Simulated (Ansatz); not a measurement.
Runs of Ansatz 0.2.0 on NiO. It takes space group Fm-3m (No. 225, cubic). Conventional cell: a = 4.172 Å, b = 4.172 Å, c = 4.172 Å, α = 90.00°, β = 90.00°, γ = 90.00°. Around Ni (site symmetry m-3m) lie 6 O at 2.09 Å. O (site symmetry m-3m) has 6 Ni at 2.09 Å as nearest neighbours. 

```tsv
task	level	cell	cutoff (eV)	smearing	gap on the mesh (eV)	pressure (GPa)	moment (μB)	relaxed volume (Å³/atom)
single point	PBE	as given	378	gaussian 0.013 eV	none	6.6	(a)	-
single point	PBE	as given	378	gaussian 0.015 eV	none	6.6	1.82	-
relaxation of cell and atoms	PBEsol+D3(BJ)	relaxed	-	fermi-dirac 0.05 eV	-	0.0	1.30	8.66
band structure	RPBE	as given	378	fermi-dirac 0.05 eV	-	13.6	1.86	-
single point	PBE	as given	378	gaussian 0.017 eV	none	6.6	1.82	-
relaxation of cell and atoms	PBE	relaxed	-	fermi-dirac 0.05 eV	-	0.0	(b)	9.39
```

Alike in all rows: potentials or basis all-electron LAPW, scalar-relativistic; spin collinear, ferromagnetic start; k mesh 11 × 11 × 11; basis error allowed 0.001 eV/atom.

Task: Fill in the values left out.

Result: (a) 1.81; (b) 1.85.

Caveats: a cell with one magnetic atom can't hold antiferromagnetic order, which such compounds often take; semilocal functionals often make such compounds metallic where correlation or magnetic order opens a gap, which also shifts bond lengths (some runs).

A gap of «none» marks a metal or a gap under the smearing width.
